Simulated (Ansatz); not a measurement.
# Bi (Bi, hcp): the cost of one run

Program: Ansatz 0.2.0. Level of theory: DFT PBE, plane waves (420 eV) with PAW, scalar-relativistic. These are calculated values, not measurements.

## (1) The starting structure

The structure is hexagonal, space group P6_3/mmc (No. 194). Conventional cell: a = 3.558 Å, b = 3.558 Å, c = 5.810 Å, α = 90.00°, β = 90.00°, γ = 120.00°. Bi (site symmetry -6m2) has 12 Bi at 3.56 Å as nearest neighbours.

As a file:

```
CELL_PARAMETERS angstrom
3.55798 0.00000 0.00000
-1.77899 3.08130 0.00000
0.00000 0.00000 5.81019
ATOMIC_POSITIONS crystal
Bi 0.33333 0.66667 0.25000
Bi 0.66667 0.33333 0.75000
```

## (2) Geometry optimisation

input.yaml

```yaml
crystal:
  lattice:
    - [3.5579831475, 0.0, 0.0]
    - [-1.7789915738, 3.081303792, 0.0]
    - [0.0, 0.0, 5.8101864799]
  atoms:
    - { symbol: Bi, position: [0.3333333333, 0.6666666667, 0.25] }
    - { symbol: Bi, position: [0.6666666667, 0.3333333333, 0.75] }
hamiltonian:
  xc: pbe
  pseudopotentials:
    kind: paw
    azcp:
      Bi: "pseudopotentials/Bi.paw.azcp"
basis:
  ecutwfc: 420
  fft_grid_basis: typed
kpoints:
  mp_grid: { grid: [10, 10, 6], shift: [0, 0, 0] }
magnetization:
  spin_polarized: false
scf:
  occupations: { method: fermi_dirac, width: 0.1 }
relax:
  max_steps: 60
  f_tol: 0.01
  cell: {}
```

Started as:

```bash
$ ansatz run input.yaml --threads 1 --pin off --max-ram 3584MiB --backend cpu --events-out ev --progress --plain --runs-dir out
```

Q: Estimate wall time and peak memory on 1 thread of Intel Xeon Platinum 8259CL at 2.50GHz (Skylake/Cascade Lake), shared host.

About 14 s, with a peak of 0.56 GiB.
